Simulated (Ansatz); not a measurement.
A plane-wave DFT run in Ansatz 0.2.0 (scalar-relativistic PAW potentials unless the input names others): input and command.

```yaml
crystal:
  lattice:
    - [3.7964193176, 0.0, 0.0]
    - [0.0, 3.7964193176, 0.0]
    - [0.0, 0.0, 3.7964193176]
  atoms:
    - { symbol: Cu, position: [0.5, 0.0, 0.0] }
    - { symbol: Cu, position: [0.0, 0.5, 0.0] }
    - { symbol: Cu, position: [0.0, 0.0, 0.5] }
    - { symbol: "N", position: [0.0, 0.0, 0.0] }
basis:
  ecutwfc: 420
kpoints:
  mp_grid: { grid: [10, 10, 10] }
hamiltonian:
  xc: pbe
  hubbard: { sites: [{ species: Cu, l: d, u_eff: 1.0 }], double_counting: fll }
scf:
  occupations: { method: tetrahedron_uncorrected }
output:
  forces: true
  eigenvalues: true
  stress: true
```

```bash
ansatz run input.yaml --threads 1 --pin off --max-ram 2560MiB --backend cpu --events-out ev --progress --plain --runs-dir out
```

Abridged log:
```
Basis set: ecut = 420 eV, 1045 PW (Γ), exchange–correlation on 54×54×54 points (8 copies of the dense FFT grid, shifted against one another)
Bands: 38, of which v1, the nominal top of the filled ones, is band 31 counted from 1 (30 counted from 0)
Symmetry: 48 space group operations
k-points: 56 of 1000
SCF iter   1: F=—  HF=-20259.148204 eV  |F-HF|=—  |Δ(HF+E_count)|=         —  Δρ=1.44e-1  dr2=7.36e0  ethr=3.10e-3  ⟨swp⟩=5.1  Hψ=7162  notcnv=0
SCF iter   2: F=—  HF=-20258.619577 eV  |F-HF|=—  |Δ(HF+E_count)|=   5.29e-1  Δρ=5.89e-2  dr2=7.43e-1  ethr=3.10e-3  ⟨swp⟩=3.1  Hψ=4803  notcnv=0  defer=91
SCF iter   3: F=—  HF=-20258.031536 eV  |F-HF|=—  |Δ(HF+E_count)|=   5.88e-1  Δρ=3.67e-2  dr2=5.03e-1  ethr=1.20e-3  ⟨swp⟩=3.0  Hψ=4722  notcnv=0  defer=111
SCF iter   4: F=—  HF=-20257.927150 eV  |F-HF|=—  |Δ(HF+E_count)|=   1.04e-1  Δρ=9.41e-3  dr2=3.96e-2  ethr=8.11e-4  ⟨swp⟩=2.0  Hψ=2876  notcnv=0  defer=114
SCF iter   5: F=—  HF=-20257.921065 eV  |F-HF|=—  |Δ(HF+E_count)|=   6.09e-3  Δρ=3.80e-3  dr2=2.92e-3  ethr=6.39e-5  ⟨swp⟩=2.1  Hψ=3207  notcnv=0  defer=114
SCF iter   6: F=—  HF=-20257.923512 eV  |F-HF|=—  |Δ(HF+E_count)|=   2.45e-3  Δρ=9.71e-4  dr2=3.13e-4  ethr=4.71e-6  ⟨swp⟩=2.4  Hψ=3354  notcnv=0  defer=114
SCF iter   7: F=—  HF=-20257.923487 eV  |F-HF|=—  |Δ(HF+E_count)|=   2.45e-5  Δρ=1.66e-4  dr2=2.47e-5  ethr=5.05e-7  ⟨swp⟩=2.5  Hψ=3335  notcnv=0  defer=114
SCF iter   8: F=—  HF=-20257.923487 eV  |F-HF|=—  |Δ(HF+E_count)|=   3.11e-9  Δρ=5.32e-5  dr2=2.44e-6  ethr=3.98e-8  ⟨swp⟩=2.1  Hψ=3302  notcnv=0  defer=114
SCF iter   9: F=—  HF=-20257.923488 eV  |F-HF|=—  |Δ(HF+E_count)|=   1.06e-6  Δρ=1.34e-5  dr2=1.54e-7  ethr=3.94e-9  ⟨swp⟩=2.8  Hψ=3270  notcnv=0  defer=114
SCF iter  10: F=-20257.923489 eV  HF=-20257.923489 eV  |F-HF|=1.21e-8  |Δ(HF+E_count)|=   2.21e-7  Δρ=3.37e-6  dr2=5.47e-9  ethr=1.61e-10  ⟨swp⟩=7.1  Hψ=7861  notcnv=0
SCF 1 converged in 10 iterations: F = -20257.923489 eV  dr2 = 5.47e-9
SCF converged after 10 iterations
Free energy (F): -20257.923489 eV
Harris-Foulkes:  -20257.923489 eV  (|F-HF|=1.21e-8)
Internal energy: -20257.923489 eV  (E = F + TS)
E sigma→0 (E₀):  -20257.923489 eV
Fermi energy:    11.253745 eV
--- Forces (eV/Å), atoms counted from 1 ---
  atom   1  Cu     0.00000000     0.00000000     0.00000000
  atom   2  Cu     0.00000000     0.00000000     0.00000000
  atom   3  Cu     0.00000000     0.00000000     0.00000000
  atom   4  N      0.00000000     0.00000000     0.00000000
--- Stress (GPa, compression-positive) ---
        3.542023       0.000000       0.000000
        0.000000       3.542023       0.000000
        0.000000       0.000000       3.542023
  P = ⅓ Tr σ = 3.5420 GPa (35.420 kbar)
Occupation matrices written to <dir>
```

Apart from outputs, empty bands and the relaxation, which only the reference makes, the input differs from a reference run on usual settings in scf.occupations.width: 0.01 → not typed; scf.occupations.method: "gaussian" → "tetrahedron_uncorrected"; hamiltonian.hubbard: not typed → {"sites": [{"species": "Cu", "l": "d", "u_eff": 1.0}], "double_counting": "fll"}. The reference, at the same geometry, ended its own course with pressure 3.00 GPa, largest force 0.000 eV/Å, gap on the mesh 0.14 eV. This run converged in 10 SCF iterations with an energy at zero smearing 99.76 meV/atom above the reference's (the Hamiltonian itself differs), pressure 3.54 GPa, largest force 0.000 eV/Å, gap on the mesh 0.30 eV.

Time: 11 s on 1 thread of Arm Neoverse V2, on a shared host, peak memory 0.41 GiB.